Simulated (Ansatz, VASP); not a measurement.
BN: VASP beside Ansatz

The input INCAR:

```
SYSTEM = BN
PREC = Accurate
ENCUT = 520
EDIFF = 1E-6
ISMEAR = 0
SIGMA = 0.05
LREAL = .FALSE.
LASPH = .TRUE.
NELM = 100
ALGO = Normal
ISIF = 2
LWAVE = .FALSE.
LCHARG = .FALSE.
GGA = PS
NBANDS = 16
```

KPOINTS

```
regular mesh
0
G
  12 12 4
  0 0 0
```

Contents of POSCAR:

```
BN
1.0
    2.5807394684      0.0000000000      0.0000000000
   -1.2903697342      2.2349859402      0.0000000000
    0.0000000000      0.0000000000      6.3282651765
B N
2 2
Direct
    0.0000000000      0.0000000000      0.5000000000
    0.3333333333      0.6666666667      0.0000000000
    0.0000000000      0.0000000000      0.0000000000
    0.6666666667      0.3333333333      0.5000000000
```

Input for Ansatz:

```yaml
crystal:
  lattice:
    - [2.5807394684, 0.0, 0.0]
    - [-1.2903697342, 2.2349859402, 0.0]
    - [0.0, 0.0, 6.3282651765]
  atoms:
    - { symbol: B, position: [0.0, 0.0, 0.5] }
    - { symbol: B, position: [0.3333333333, 0.6666666667, 0.0] }
    - { symbol: "N", position: [0.0, 0.0, 0.0] }
    - { symbol: "N", position: [0.6666666667, 0.3333333333, 0.5] }
basis:
  ecutwfc: 420
kpoints:
  mp_grid: { grid: [12, 12, 4] }
hamiltonian:
  xc: pbesol
scf:
  occupations: { method: gaussian, width: 0.05 }
output:
  forces: true
  stress: true
  eigenvalues: true
```

Alike in both runs: task single point; functional PBEsol; k mesh 12 × 12 × 4; occupations gaussian, width 0.05 eV; no spin polarisation.

|  | VASP | Ansatz |
| --- | --- | --- |
| version | VASP 6.6.1 | Ansatz 0.2.0 |
| potentials or method | VASP PAW PBE potentials, release 64 (B, N) | scalar-relativistic, plane waves, PAW |
| plane-wave cutoff (eV) | 520 | 420 |
| valence electrons in the cell | 16 | 16 |

VASP gave:

| Item | Value |
| --- | --- |
| gap on the k mesh at the Fermi level (eV) | 4.02 |
| least direct gap on the mesh (eV) | 4.07 |
| pressure (GPa) | -19.0 |
| largest component of the traceless stress (GPa) | 20.91 |

Q: Which values does Ansatz return?

A: gap on the k mesh at the Fermi level (eV): 4.03; least direct gap on the mesh (eV): 4.08; pressure (GPa): -19.2; largest component of the traceless stress (GPa): 21.29.

With one functional, cell and mesh, what is left measures potentials, basis and numerics.

Caveats: so large a pressure means that the cell lies far from this level's equilibrium, or that cutoff or potentials fall short (VASP); the potentials were made for another functional, which shifts forces and pressure (VASP); this functional lacks dispersion, which binds the layers, so the pressure and a relaxed spacing across them are unreliable. A k mesh can miss the band edges.
